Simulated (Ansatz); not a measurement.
Runs of Ansatz 0.2.0 on Al2O3. Symmetry: Pnnm, No. 58, orthorhombic system. Conventional cell: a = 4.614 Å, b = 9.563 Å, c = 3.120 Å, α = 90.00°, β = 90.00°, γ = 90.00°. Around Al (site symmetry m) lie 4 O at 1.68 to 1.82 Å. Around O (site symmetry 2/m) lie 2 Al at 1.68 Å. O (site symmetry m) is surrounded by 3 Al at 1.82 Å. Measurements of this composition are mostly on another form, of space group No. 167.

```csv
task,level,cell,cutoff (eV),points for each segment of the path,gap on the mesh (eV),pressure (GPa),largest force (eV/Å)
band structure,PBEsol,as given,420,10,3.43,(a),0.17
band structure,BLYP,as given,420,10,(b),1.5,0.21
band structure,r2SCAN,as given,500,10,4.12,-4.1,0.21
relaxation of cell and atoms,PBEsol+D3(BJ),relaxed,420,-,(c),0.0,-
```

Alike in all rows: potentials or basis Ansatz PAW; no spin polarisation; k mesh 6 × 3 × 9; smearing fermi-dirac 0.05 eV.

Task: Fill in the values left out.

Result: (a) -2.6; (b) 3.64; (c) 3.46.

Caveats: the PAW data sets come from PBE, with cores solved anew for the run's functional, which leaves a small shift of forces and pressure; odd divisions of the mesh miss points on the zone boundary, where band edges often lie, so the gap on the mesh can be too wide (some runs); the plane-wave basis is chosen anew once the cell has moved, so the energies of steps on either side of that aren't comparable (some runs).

A k mesh can miss the band edges.

Runs at the PBE level aren't shown here.
